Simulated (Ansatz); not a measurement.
Crystal: AlAu.

```
CELL_PARAMETERS angstrom
3.22394 0.00000 0.00000
0.00000 3.22394 0.00000
0.00000 0.00000 3.22394
ATOMIC_POSITIONS crystal
Au 0.50000 0.50000 0.50000
Al 0.00000 0.00000 0.00000
```

The cell comes from a database or a generator and needn't be the stable form of this composition.

```yaml
Program: Ansatz 0.2.0
Task: single point
Functional: PBEsol
Potentials_or_basis: all-electron LAPW, scalar-relativistic
Cutoff: 207 eV (chosen from the basis error)
Basis_error_allowed: 0.001 eV/atom
k_mesh: 8 × 8 × 8
Occupations: fermi-dirac, width 0.05 eV
Spin: no spin polarisation
```

On this cell: pressure -5.1 GPa; largest force zero by symmetry; band gap on the k mesh none (metal or under the smearing width).

The same run follows on a disturbed copy (atoms moved at random, drawn with an rms of 0.05 Å):

```
CELL_PARAMETERS angstrom
3.22394 0.00000 0.00000
0.00000 3.22394 0.00000
0.00000 0.00000 3.22394
ATOMIC_POSITIONS crystal
Au 0.49221 0.49701 0.49416
Al 0.99426 0.00878 0.00983
```

Question: What does the disturbed cell give?

Answer: The energy (extrapolated to zero smearing) moves by +1.5 meV/atom; pressure -5.0 GPa; largest force 0.090 eV/Å; band gap on the k mesh none (metal or under the smearing width).

Forces on the atoms (eV/Å):
```
Au   0.010  0.054  0.071
Al  -0.010 -0.054 -0.071
```

Stress tensor (GPa, compression positive):
```
-4.95  0.02  0.02
 0.02 -4.99  0.12
 0.02  0.12 -5.02
```
